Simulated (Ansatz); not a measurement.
Crystal: Zn.

```
Zn
1.0
     2.67000    0.00000    0.00000
    -1.33500    2.31229    0.00000
     0.00000    0.00000    4.96600
Zn
2
Direct
  0.66667 0.33333 0.75000
  0.33333 0.66667 0.25000
```

Base run:

```yaml
Program: Ansatz 0.2.0
Functional: PBEsol
Potentials_or_basis: all-electron LAPW, scalar-relativistic
Cutoff: 264 eV (chosen from the basis error)
Basis_error_allowed: 0.001 eV/atom
k_mesh: 11 × 11 × 6
Occupations: fermi-dirac, width 0.05 eV
Spin: no spin polarisation
```

Its results: pressure -5.6 GPa.

Task: The run is repeated on the same cell with these changes: functional from PBEsol to LDA. What comes out?

Result: Pressure -9.1 GPa.

LDA binds more tightly than PBEsol, so the same cell stands under less pressure.
